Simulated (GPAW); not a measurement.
The system is Ti3Al.

```
Ti Al
1.0
     2.92754    0.00000    0.00000
    -1.46377    2.53533    0.00000
     0.00000    0.00000    9.22636
Ti Al
3 1
Direct
  0.33333 0.66667 0.24941
  0.33333 0.66667 0.75059
  0.66667 0.33333 0.00000
  0.66667 0.33333 0.50000
```

The cell comes from a database or a generator and needn't be the stable form of this composition.

Base run:

- Program: GPAW 26.7.0
- Functional: PBEsol
- Potentials or basis: PAW data sets generated in the run's folder for this functional
- Cutoff: 600 eV
- Basis: pw
- k mesh: 8 × 8 × 3
- Occupations: fermi-dirac, width 0.05 eV
- Spin: no spin polarisation

Its results: pressure -3.8 GPa; largest force 0.067 eV/Å.

**Question.** The run is repeated on the same cell with these changes: functional from PBEsol to LDA; potentials or basis from PAW data sets generated in the run's folder for this functional to the program's PAW data sets (release 1.2.1) made for this functional. What comes out?

**Answer.** Pressure -7.4 GPa; largest force 0.130 eV/Å.

Not every run made on this cell is shown here.
